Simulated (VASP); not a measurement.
Input of a VASP 6.6.1 run:

File INCAR:

```
SYSTEM = CuAu
ALGO     = Fast           ! electronic algorithm
EDIFF    = 1E-7           ! SCF threshold, eV
ENCUT    = 520            ! plane-wave cutoff, eV
GGA      = PS             ! functional
ISIF     = 2              ! what is computed and relaxed
ISMEAR   = 0              ! smearing method
LASPH    = .TRUE.         ! aspherical terms in the spheres
LCHARG   = .TRUE.         ! write CHGCAR
LELF     = .TRUE.         ! ELF
LREAL    = .FALSE.        ! projectors in reciprocal space
LVHAR    = .TRUE.       
LWAVE    = .FALSE.        ! write WAVECAR
NBANDS   = 18             ! bands
NELM     = 100            ! most SCF steps
PREC     = Accurate       ! precision mode
SIGMA    = 0.1            ! smearing width, eV
```

File KPOINTS:

```
k-points
0
G
  14 14 12
  0 0 0
```

The input POSCAR:

```
CuAu
1.0
    2.7650560000      0.0360640000      0.0168840000
    0.0360640000      2.7650560000     -0.0168840000
    0.0221301000     -0.0221301000      3.4039984000
Cu Au
1 1
Direct
    0.4621192796      0.4621192796      0.5000000000
    0.0378807204      0.0378807204      0.0000000000
```

Potentials or basis: VASP PAW PBE potentials, release 64 (Cu, Au).

Command:

```sh
$ cat potpaw_PBE.64/Cu/POTCAR potpaw_PBE.64/Au/POTCAR > POTCAR
$ mpirun -np 1 vasp_std > vasp.out
```

(1) What does it give for the band gap on the k mesh?

(2) What does it give for the pressure?

(3) Predict the largest force.

## Answers

(1) none (metal or under the smearing width).

(2) 25.9 GPa.

(3) 2.032 eV/Å.

Caveat: so large a pressure means that the cell lies far from this level's equilibrium, or that cutoff or potentials fall short; the potentials were made for another functional, which shifts forces and pressure.
